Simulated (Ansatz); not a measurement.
Wanted: the native input for an Ansatz 0.2.0 run.

| Item | Value |
| --- | --- |
| Task | single point |
| Functional | LDA |
| Potentials or basis | Ansatz PAW |
| Cutoff | 420 eV (not typed: the program's choice for these potentials) |
| k mesh | 8 × 8 × 8 |
| Occupations | fermi-dirac, width 0.05 eV |
| Spin | non-collinear spin, random start |
| Starting moments | [[-0.024, 0.016, -0.053], [-2.07, 0.743, 0.372], [0.0, -0.0, -0.0], [-0.0, 0.0, -0.0]] μB |

FeO (Wuestite):

```
Fe O
1.0
     2.15540    2.15540    4.31080
     2.15540   -2.15540    0.00000
     2.15540    2.15540    0.00000
Fe O
2 2
Direct
  0.00000 0.00000 0.00000
  0.50000 0.50000 0.00000
  0.50000 0.00000 0.50000
  0.00000 0.50000 0.50000
```

The cell isn't the ideal one: another cell of the same crystal, with 4 atoms.

These files were run (other wordings do the same):

input.yaml

```yaml
crystal:
  lattice:
    - [2.1554, 2.1554, 4.3108]
    - [2.1554, -2.1554, 0.0]
    - [2.1554, 2.1554, 0.0]
  atoms:
    - { symbol: Fe, position: [0.0, 0.0, 0.0], spin: 0.06, spin_axis: [-0.024, 0.016, -0.053] }
    - { symbol: Fe, position: [0.5, 0.5, 0.0], spin: 2.231, spin_axis: [-2.07, 0.743, 0.372] }
    - { symbol: O, position: [0.5, 0.0, 0.5] }
    - { symbol: O, position: [0.0, 0.5, 0.5] }
hamiltonian:
  xc: lda
  pseudopotentials: { kind: paw }
magnetization:
  noncollinear: true
  spin_orbit: false
kpoints:
  mp_grid: { grid: [8, 8, 8] }
scf:
  occupations: { method: fermi_dirac, width: 0.05 }
output:
  forces: true
  stress: true
  eigenvalues: true
```

Potentials or basis: Ansatz PAW.

Launch:

```bash
$ ansatz run input.yaml --threads 2 --pin off --max-ram 5632MiB --backend cpu --events-out ev --progress --plain --runs-dir out
```

It gave:

The pressure is -15.6 GPa and the band gap on the k mesh is none (metal or under the smearing width). The net moment is 8.00 μB per cell. The absolute moment is 8.01 μB per cell.

Caveat: the pressure holds a Pulay correction of +0.9 GPa for the finite cutoff; semilocal functionals often make such compounds metallic where correlation or magnetic order opens a gap, which also shifts bond lengths; the PAW data sets come from PBE, with cores solved anew for the run's functional, which leaves a small shift of forces and pressure; the starting moments weren't kept.

Run time: 81 s on 2 threads of Arm Neoverse V2 (shared host), peak memory 0.6 GiB.
